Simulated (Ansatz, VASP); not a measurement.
Two plane-wave programs on AlN

```
CELL_PARAMETERS angstrom
0.00000 2.15664 2.15664
2.15664 0.00000 2.15664
2.15664 2.15664 0.00000
ATOMIC_POSITIONS crystal
Al 0.00000 0.00000 0.00000
N 0.75000 0.75000 0.75000
```

Alike in both runs: task single point; functional PBE; k mesh 10 × 10 × 10; occupations gaussian, width 0.02 eV; no spin polarisation.

```csv
,VASP,Ansatz
version,VASP 6.6.1,Ansatz 0.2.0
potentials or method,"VASP PAW PBE potentials, release 64 (Al, N)","scalar-relativistic, plane waves, PAW"
plane-wave cutoff (eV),520,420
valence electrons in the cell,8,8
```

Ansatz gave:

- gap on the k mesh at the Fermi level (eV): 3.35
- least direct gap on the mesh (eV): 4.52
- pressure (GPa): 13.5

Q: Estimate VASP's values.

A: gap on the k mesh at the Fermi level (eV): 3.34; least direct gap on the mesh (eV): 4.54; pressure (GPa): 13.2.

A k mesh can miss the band edges. Expect the measured gap to be larger: semilocal functionals such as PBE lack the derivative discontinuity.
